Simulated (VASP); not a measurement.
# P: restarted molecular dynamics, 2 variants

P, C2/m (no. 12), 8 atoms in the cell. PBE, molecular dynamics; PAW potentials P (PBE set).

| Restart from | Temperature at the end (K) | The same without a restart (K) | Potential energy at the end (eV/atom) | The same without a restart (eV/atom) | Electronic steps in the first step after the restart | Time (s) |
|---|---|---|---|---|---|---|
| CONTCAR with velocities, WAVECAR read | 1944.0 | 1944.0 | -5.13862 | -5.13865 | 6 | 383 |
| CONTCAR with velocities, no WAVECAR | 1944.0 | 1944.0 | -5.13863 | -5.13865 | 17 | 369 |

Limits: 120 fs of 8 atoms are too short for converged averages.

## Input of the first row

INCAR.step1:
```
ALGO = Fast
EDIFF = 1E-6
ENCUT = 260
GGA = PE
IBRION = 0
ISIF = 2
ISMEAR = -1
ISYM = 0
KPAR = 2
LASPH = T
LCHARG = F
LREAL = Auto
LWAVE = T
MDALGO = 2
NELM = 60
NELMIN = 4
NSW = 30
POTIM = 2.0
PREC = Normal
RANDOM_SEED = 680697 0 0
SIGMA = 0.069
SMASS = 0
TEBEG = 1600
```

INCAR.step2, as INCAR.step1 but for:
```
- LWAVE = T
+ LWAVE = F
```

KPOINTS:
```
k-points
0
Monkhorst-Pack
  2 2 2
```

POSCAR.step1:
```
P
1.0
    4.8279678941     -4.2924736644      0.0000000000
    4.8279678941      4.2924736644      0.0000000000
   -0.0237225834      0.0000000000      5.5806204931
P
8
Direct
    0.7744872900      0.5203388600      0.2534856300
    0.4796611400      0.2255127100      0.7465143700
    0.2255127100      0.4796611400      0.7465143700
    0.5203388600      0.7744872900      0.2534856300
    0.2850231800      0.2850231800      0.4280157100
    0.7149768200      0.7149768200      0.5719842900
    0.1567541300      0.1567541300      0.7489777000
    0.8432458700      0.8432458700      0.2510223000
```

Commands (each step's output is kept before the next begins):
```
cat potpaw_PBE.64/P/POTCAR > POTCAR
cp INCAR.step1 INCAR
cp POSCAR.step1 POSCAR
mpirun -np 2 vasp_std > vasp.out
cp CONTCAR POSCAR
cp INCAR.step2 INCAR
mpirun -np 2 vasp_std > vasp.out
```

Changes of the last row against the first:
```
(step 1)
- LWAVE = True
+ LWAVE = False
```

VASP 6.6.1 took 383 s on 2 cores (AMD EPYC 7571), a shared host.
